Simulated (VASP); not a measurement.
# GaSb (F-43m) in VASP: further runs

One crystal, GaSb, is run at these levels: TPSSh, PBE; tasks: relaxation of cell and atoms, single point.

Everything below comes from runs of VASP 6.6.1. Logs are shortened: lines on timing, memory, paths and dates and some standing lists are left out, and cuts for length are marked.

**Measured values to compare with.**

A printed reference work, data compilation reports, for a bulk crystal of GaSb at 4.2 K: band gap 0.811 eV (direct).

The results are compared with them further down.

## Step 1: Starting point

Symmetry: F-43m, No. 216, cubic system. The conventional cell has a = 6.118 Å, b = 6.118 Å, c = 6.118 Å, α = 90.00°, β = 90.00°, γ = 90.00°. Sb (site symmetry -43m) is surrounded by 4 Ga at 2.65 Å. Around Ga (site symmetry -43m) lie 4 Sb at 2.65 Å.

## Step 2: Relaxation of cell and atoms, TPSSh

POSCAR reads:

```
GaSb
1.0
    0.0000000000      3.0590000000      3.0590000000
    3.0590000000      0.0000000000      3.0590000000
    3.0590000000      3.0590000000      0.0000000000
Sb Ga
1 1
Direct
    0.7500000000      0.7500000000      0.7500000000
    0.0000000000      0.0000000000      0.0000000000
```

INCAR.step1 reads:

```
SYSTEM = GaSb
PREC = Accurate ; ENCUT = 600
EDIFF = 1E-5 ; ISMEAR = 0
SIGMA = 0.05 ; LREAL = .FALSE.
LASPH = .TRUE. ; NELM = 100
ALGO = Normal ; LWAVE = .TRUE.
LCHARG = .FALSE. ; GGA = PE
```

INCAR.step2 reads:

```
SYSTEM = GaSb
PREC = Accurate ; ENCUT = 600
EDIFF = 1E-6 ; ISMEAR = 0
SIGMA = 0.05 ; LREAL = .FALSE.
LASPH = .TRUE. ; NELM = 100
ALGO = Normal ; ISIF = 3
LWAVE = .FALSE. ; LCHARG = .FALSE.
METAGGA = TPSS ; LHFCALC = .TRUE.
AEXX = 0.1 ; LMIXTAU = .TRUE.
PRECFOCK = Fast ; HFRCUT = -1
IBRION = 2 ; NSW = 60
EDIFFG = -0.02 ; ISTART = 1
```

KPOINTS reads:

```
regular mesh
0
G
  4 4 4
  0 0 0
```

Potentials or basis: VASP PAW PBE potentials, release 64 (Sb, Ga_d).

Launch:

```sh
cat potpaw_PBE.64/Sb/POTCAR potpaw_PBE.64/Ga_d/POTCAR > POTCAR
cp INCAR.step1 INCAR
mpirun -np 1 vasp_std > vasp.out
cp INCAR.step2 INCAR
mpirun -np 1 vasp_std > vasp.out
```

OUTCAR:

```text
SYSTEM = GaSb
   PREC = Accurate
   ENCUT = 600
   EDIFF = 1E-6
   ISMEAR = 0
   LREAL = .FALSE.
   LASPH = .TRUE.
   NELM = 100
   ISIF = 3
   METAGGA = TPSS
   LHFCALC = .TRUE.
   AEXX = 0.1
   PRECFOCK = Fast
   IBRION = 2
   NSW = 60
   EDIFFG = -0.02
   ISTART = 1

 ion  position               nearest neighbor table
   1  0.750  0.750  0.750-   2 2.65   2 2.65   2 2.65   2 2.65
   2  0.000  0.000  0.000-   1 2.65   1 2.65   1 2.65   1 2.65

  LATTYP: Found a face centered cubic cell.
 ALAT       =     6.1180000000

  Lattice vectors:

 A1 = (   0.0000000000,   3.0590000000,   3.0590000000)
 A2 = (   3.0590000000,   0.0000000000,   3.0590000000)
 A3 = (   3.0590000000,   3.0590000000,   0.0000000000)

Analysis of symmetry for initial positions (statically):
=====================================================================
 Subroutine PRICEL returns:
 Original cell was already a primitive cell.

 Routine SETGRP: Setting up the symmetry group for a
 face centered cubic supercell.

 Subroutine GETGRP returns: Found 24 space group operations
 (whereof 24 operations were pure point group operations)
 out of a pool of 48 trial point group operations.

The static configuration has the point symmetry T_d .

Analysis of symmetry for dynamics (positions and initial velocities):
=====================================================================
 Subroutine PRICEL returns:
 Original cell was already a primitive cell.

 Routine SETGRP: Setting up the symmetry group for a
 face centered cubic supercell.

 Subroutine GETGRP returns: Found 24 space group operations
 (whereof 24 operations were pure point group operations)
 out of a pool of 48 trial point group operations.

The dynamic configuration has the point symmetry T_d .

 Subroutine INISYM returns: Found 24 space group operations
 (whereof 24 operations are pure point group operations),
 and found     1 'primitive' translations

----------------------------------------------------------------------------------------

                                     Primitive cell

  volume of cell :      57.2491

  direct lattice vectors                    reciprocal lattice vectors
     0.000000000  3.059000000  3.059000000    -0.163452109  0.163452109  0.163452109
     3.059000000  0.000000000  3.059000000     0.163452109 -0.163452109  0.163452109
     3.059000000  3.059000000  0.000000000     0.163452109  0.163452109 -0.163452109

  length of vectors
     4.326079287  4.326079287  4.326079287     0.283107357  0.283107357  0.283107357

  position of ions in fractional coordinates (direct lattice)
     0.750000000  0.750000000  0.750000000
     0.000000000  0.000000000  0.000000000

[... 64 lines left out ...]
   NFREE  =      1    steps in history (QN), initial steepest desc. (CG)
   ISIF   =      3    stress and relaxation
   ISYM   =      3    0-nonsym 1-usesym 2-fastsym
   POTIM  = 0.5000    time-step for ionic-motion
   TEBEG  =    0.0;   TEEND  =   0.0 temperature during run
   PSTRESS=    0.0 pullay stress
   NELECT =      18.0000    total number of electrons
   NUPDOWN=      -1.0000    fix difference up-down
   EMIN   =  10.00;   EMAX   =-10.00  energy-range for DOS
   EFERMI =   0.00;   METHOD = LEGACY
   ISMEAR =     0;   SIGMA  =   0.05  broadening in eV -4-tet -1-fermi 0-gaus
   EFERMI_NEDOS =   21; number of points for ismear=-14 and -15
   IALGO  =     38    algorithm
   IMIX   =      1    mixing-type and parameters
     AMIX     =   0.40;   BMIX     =  1.00
     AMIX_MAG =   1.60;   BMIX_MAG =  1.00
  volume/ion in A,a.u.               =      28.62       193.17
  Fermi-wavevector in a.u.,A,eV,Ry     =   1.113208  2.103657 16.860766  1.239231
  Thomas-Fermi vector in A             =   2.249790
   LORBIT       =      0    0 simple, 1 ext, 2 COOP (PROOUT), +10 PAW based schemes
   METAGGA = TPSS    functional components
   LHFCALC =     T    Hartree Fock is set to
   PRECFOCK=fast      Normal, Fast or Accurate (Low or Medium for compatibility)
   ENCUT4O =  -1.0   cutoff for four orbital integrals eV
   NKREDX  =     1    reduce k-point grid by
   NKREDY  =     1    reduce k-point grid by
   NKREDZ  =     1    reduce k-point grid by
   AEXX    =    0.1000 exact exchange contribution
   HFSCREEN=    0.0000 screening length (either q_TF or 0.3 A-1)
   HFSCREENC=   0.0000 screening length for correlation (either q_TF or 0.3 A-1)
   ENCUTFOCK=  -1.0 apply spherical cutoff to Coloumb kernel
   IVDW    =     0    specifies the selected vdW correction
   LEPSILON=     F    determine dielectric tensor
   LRPA    =     F    only Hartree local field effects (RPA)
 conjugate gradient relaxation of ions
 non-spin polarized calculation
 Gauss-broadening in eV      SIGMA  =   0.05
  energy-cutoff  :      600.00
  volume of cell :       57.25
 maximum number of plane-waves:      1924
 NGX is ok and might be reduce to    36
  NGX = 20; NGY = 20; NGZ = 20

--------------------------------------- Ionic step        1  -------------------------------------------

 number of electron      18.0000006 magnetization

 Free energy of the ion-electron system (eV)
  ---------------------------------------------------
  ext. energy  EPLUGINS =         0.00000000
  ---------------------------------------------------
  free energy    TOTEN  =       -22.35610481 eV

  energy without entropy =      -22.35610481  energy(sigma->0) =      -22.35610481

 E-fermi :   4.8911     XC(G=0):  -8.5401

 val. band max:        4.5944828702   @ k =   0.0000   0.0000   0.0000
 cond. band min:       5.3530366731   @ k =   0.0000   0.0000   0.0000
 fundamental gap:      0.7585538029
 Fermi energy:         4.8910796732

 k-point     1 :       0.0000    0.0000    0.0000
  band No.  band energies     occupation
      1     -11.6092      2.00000
      2     -11.6092      2.00000
      3     -11.6092      2.00000
      4     -11.5595      2.00000
      5     -11.5595      2.00000
      6      -7.4940      2.00000
      7       4.5945      2.00000
      8       4.5945      2.00000
      9       4.5945      2.00000
     10       5.3530      0.00000
     11       7.9595      0.00000
     12       7.9595      0.00000
     13       7.9595      0.00000
[... 181 lines left out ...]
--------------------------------------- Ionic step        3  -------------------------------------------

 number of electron      18.0000002 magnetization

 Free energy of the ion-electron system (eV)
  ---------------------------------------------------
  ext. energy  EPLUGINS =         0.00000000
  ---------------------------------------------------
  free energy    TOTEN  =       -22.35736145 eV

  energy without entropy =      -22.35736145  energy(sigma->0) =      -22.35736145

 E-fermi :   4.7343     XC(G=0):  -8.4899

 val. band max:        4.4794439487   @ k =   0.0000   0.0000   0.0000
 cond. band min:       5.1492981791   @ k =   0.0000   0.0000   0.0000
 fundamental gap:      0.6698542305
 Fermi energy:         4.7342985108

 k-point     1 :       0.0000    0.0000    0.0000
  band No.  band energies     occupation
      1     -11.7042      2.00000
      2     -11.7042      2.00000
      3     -11.7042      2.00000
      4     -11.6563      2.00000
      5     -11.6563      2.00000
      6      -7.5275      2.00000
      7       4.4794      2.00000
      8       4.4794      2.00000
      9       4.4794      2.00000
     10       5.1493      0.00000
     11       7.8471      0.00000
     12       7.8471      0.00000
     13       7.8471      0.00000
[... 139 lines left out ...]
  FREE ENERGIE OF THE ION-ELECTRON SYSTEM (eV)
  ---------------------------------------------------
  free  energy   TOTEN  =       -22.3573614465 eV

  energy  without entropy=      -22.3573614465  energy(sigma->0) =      -22.35736145

 reached required accuracy - stopping structural energy minimisation
```

OUTCAR.step1:

```text
SYSTEM = GaSb
   PREC = Accurate
   ENCUT = 600
   EDIFF = 1E-5
   ISMEAR = 0
   LREAL = .FALSE.
   LASPH = .TRUE.
[... 331 lines left out ...]
      4.58850      4.58850      4.58850         0.000000      0.000000      0.000000
      0.00000      0.00000      0.00000        -0.000000     -0.000000     -0.000000
 -----------------------------------------------------------------------------------
    total drift:                               -0.000001     -0.000001     -0.000001

  FREE ENERGIE OF THE ION-ELECTRON SYSTEM (eV)
  ---------------------------------------------------
  free  energy   TOTEN  =        -7.1557406818 eV

  energy  without entropy=       -7.1544513927  energy(sigma->0) =       -7.15509604
```

OSZICAR.step1:

```text
N       E                     dE             d eps       ncg     rms          rms(c)
DAV:   1     0.806933367176E+02    0.80693E+02   -0.94747E+03   208   0.181E+03
DAV:   2    -0.114505538777E+01   -0.81838E+02   -0.79905E+02   228   0.328E+02
DAV:   3    -0.711147056137E+01   -0.59664E+01   -0.59230E+01   253   0.748E+01
DAV:   4    -0.721847886878E+01   -0.10701E+00   -0.10687E+00   246   0.113E+01
DAV:   5    -0.722080100994E+01   -0.23221E-02   -0.23220E-02   254   0.139E+00    0.324E+00
DAV:   6    -0.716801872332E+01    0.52782E-01   -0.88273E-02   316   0.514E+00    0.199E+00
DAV:   7    -0.715339090813E+01    0.14628E-01   -0.47633E-02   233   0.184E+00    0.404E-01
DAV:   8    -0.715494584086E+01   -0.15549E-02   -0.54392E-03   241   0.917E-01    0.899E-02
DAV:   9    -0.715567348400E+01   -0.72764E-03   -0.10652E-03   231   0.290E-01    0.426E-02
DAV:  10    -0.715570212256E+01   -0.28639E-04   -0.51190E-05   258   0.527E-02    0.112E-02
DAV:  11    -0.715574010003E+01   -0.37977E-04   -0.59910E-05   223   0.573E-02    0.755E-03
DAV:  12    -0.715574068179E+01   -0.58175E-06   -0.94983E-07   134   0.983E-03
   1 F= -.71557407E+01 E0= -.71550960E+01  d E =-.128929E-02
```

Run time: 13 min. Hardware: 1 thread of AMD EPYC 7R13 (Zen 3), shared host; peak memory 0.19 GiB.

Results:

| Quantity | Value |
| --- | --- |
| Free energy | -22.3574 eV |
| Relaxed volume | 28.95 Å³/atom |
| Relaxed cell | a = 4.343 Å, b = 4.343 Å, c = 4.343 Å, α = 60.00°, β = 60.00°, γ = 60.00° |
| Space group after relaxing (to 0.05 Å) | F-43m (No. 216) |
| Energy gained by relaxing | 0.6 meV/atom |
| Ionic steps | 3 |
| Pressure after relaxing | 0.1 GPa |
| Band gap on the k mesh | 0.67 eV, direct |

The path:
| step | energy change (eV) | largest force (eV/Å) | pressure (GPa) | volume (Å³) |
| --- | --- | --- | --- | --- |
| 1 | 0.0000 | 0.0000 | 0.62 | 57.25 |
| 2 | -0.0011 | 0.0000 | -0.27 | 58.18 |
| 3 | -0.0013 | 0.0000 | 0.07 | 57.91 |

Final structure:
```yaml
crystal:
  lattice:
    - [0.00000, 3.07066, 3.07066]
    - [3.07066, 0.00000, 3.07066]
    - [3.07066, 3.07066, 0.00000]
  atoms:
    - { symbol: Sb, position: [0.75000, 0.75000, 0.75000] }
    - { symbol: Ga, position: [0.00000, 0.00000, 0.00000] }
```

Caveat: the k mesh is coarse (spacing up to 0.44 Å⁻¹), so the values aren't converged, least of all with exact exchange; the PAW data sets were made with another functional, which shifts forces and pressure a little; spin-orbit coupling is left out, which moves the levels of the heavy elements. Zero-point motion and thermal expansion aren't in these numbers.

## Step 3: Single point, PBE

INCAR reads:

```
SYSTEM = GaSb
ALGO = Fast
EDIFF = 1E-7
ENCUT = 520
GGA = PE
ISIF = 2
ISMEAR = 0
LASPH = .True.
LCHARG = .True.
LELF = .True.
LREAL = .False.
LVHAR = .True.
LWAVE = .False.
NELM = 60
PREC = Accurate
SIGMA = 0.028999999999999998
```

KPOINTS reads:

```
k-points
0
Gamma
  8 8 8
  0 0 0
```

POSCAR is that of step 2.

Potentials or basis: VASP PAW PBE potentials, release 64 (Sb, Ga_d).

Launch:

```sh
cat potpaw_PBE.64/Sb/POTCAR potpaw_PBE.64/Ga_d/POTCAR > POTCAR
mpirun -np 1 vasp_std > vasp.out
```

Wall time 23 s (1 thread of Intel Xeon Platinum 8488C (Sapphire Rapids), shared host); peak memory 0.18 GiB.

The run converged. Its results:

```yaml
Free_energy: -7.3458 eV
Pressure: 2.4 GPa
Band_gap_on_the_k_mesh: 0.04 eV, direct
```

Levels at points of the mesh, in eV from the valence-band top:
| k point | band 6 | band 7 | band 8 | band 9 | band 10 | band 11 | band 12 | band 13 |
| --- | --- | --- | --- | --- | --- | --- | --- | --- |
| (0.00, 0.00, 0.00) | -11.48 | 0.00 | 0.00 | 0.00 | 0.04 | 2.78 | 2.78 | 2.78 |
| (0.50, 0.00, 0.00) | -9.85 | -6.37 | -1.15 | -1.15 | 0.40 | 3.75 | 3.75 | 6.47 |
| (0.50, 0.50, 0.00) | -9.02 | -6.81 | -2.57 | -2.57 | 0.90 | 1.25 | 8.68 | 8.68 |

Caveat: spin-orbit coupling is left out, which moves the levels of the heavy elements.

## Step 4: How close it comes

Step 3. Measured gap of GaSb: 0.811 eV (direct; 4.2 K; a printed reference work, data compilation). This calculation gives 0.04 eV (-0.78 eV). Spin-orbit coupling on Ga, Sb is left out. The value is that of PBE on a finite k mesh, which can miss the band edges, without temperature or zero-point motion. Semilocal functionals fall short of measured gaps as a rule.
